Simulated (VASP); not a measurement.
## Ta: single point with PBE

Ta:

```
CELL_PARAMETERS angstrom
-1.85359 1.85359 1.31049
1.85359 -1.85359 1.31049
1.85359 1.85359 -1.31049
ATOMIC_POSITIONS crystal
Ta 0.00000 0.00000 0.00000
```

This isn't the form of Ta at room conditions, which is bcc.

```yaml
Program: VASP 6.6.1
Task: single point
Functional: PBE
Potentials_or_basis: VASP PAW PBE potentials, release 64 (Ta_pv)
Cutoff: 520 eV
k_mesh: 22 × 22 × 22
Occupations: gaussian, width 0.15 eV
Spin: no spin polarisation
```

```
Pressure               : 11.5 GPa
Band gap on the k mesh : none (metal or under the smearing width)
```

Stress tensor (GPa, compression positive):
```
 3.26  0.00  0.00
 0.00  3.26  0.00
 0.00  0.00 28.02
```

Levels at points of the mesh, in eV from the Fermi level:
```
           k point  band 4  band 5  band 6  band 7  band 8  band 9
(0.00, 0.00, 0.00)   -8.17   -1.95   -0.29    3.44    3.44    5.50
(0.50, 0.00, 0.00)   -4.51   -2.88    2.78    3.08    6.22    7.24
(0.50, 0.50, 0.00)   -4.93   -0.33   -0.19    2.47    2.71    7.46
(0.50, 0.50, 0.50)   -4.47   -3.93    5.60    5.60    6.96    6.96
```

Wall time 100 s on 1 thread of AMD EPYC 9R45 (Zen 5) (shared host), peak memory 0.25 GiB.

Spin-orbit coupling is left out, which matters for the levels of Ta.
